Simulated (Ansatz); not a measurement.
Ir: band structure with PBEsol

Crystal: Ir.

```
Ir
1.0
     2.75138    0.00000    0.00000
    -1.37569    2.38276    0.00000
     0.00000    0.00000    4.46229
Ir
2
Cartesian
  0.0000 1.5885 1.1156
  1.3757 0.7943 3.3467
```

This isn't the form of Ir at room conditions, which is fcc.

```
Program             : Ansatz 0.2.0
Task                : band structure
Functional          : PBEsol
Potentials or basis : all-electron PAW datasets made for the crystal
Cutoff              : 260 eV (chosen from the basis error)
k mesh              : 11 × 11 × 6
Occupations         : fermi-dirac, width 0.05 eV
Spin                : no spin polarisation
```

```json
{
  "Pressure": "-12.4 GPa",
  "Band gap along the path": "none (metal or under the smearing width)"
}
```

Stress tensor (GPa, compression positive):
```
-12.20   0.00   0.00
  0.00 -12.20   0.00
  0.00   0.00 -12.75
```

Levels at the corners of the path, in eV from the Fermi level:
```tsv
point	band 13	band 14	band 15	band 16	band 17	band 18	band 19	band 20	band 21
Γ	-3.66	-3.03	-3.03	-2.26	-2.26	-0.79	0.28	0.28	6.76
M	-3.41	-3.33	-2.85	0.70	0.94	1.10	2.85	4.26	7.95
K	-4.05	-4.05	-2.31	-0.03	-0.03	0.31	4.32	4.32	5.88
Γ	-3.66	-3.03	-3.03	-2.26	-2.26	-0.79	0.28	0.28	6.76
A	-3.78	-3.78	-3.78	-3.78	-0.44	-0.44	-0.44	-0.44	13.12
L	-2.03	-2.03	-0.93	-0.93	0.94	0.94	1.96	1.96	7.36
H	-3.99	-3.99	-2.28	-2.28	0.31	0.31	6.93	6.93	7.50
A	-3.78	-3.78	-3.78	-3.78	-0.44	-0.44	-0.44	-0.44	13.12
```

Wall time 41 s on 1 thread of Intel(R) Xeon(R) Processor @ 2.50GHz (Skylake/Cascade Lake), with other jobs on the host, peak memory 0.52 GiB.

Caveat: spin-orbit coupling is left out, which moves the levels of the heavy elements.
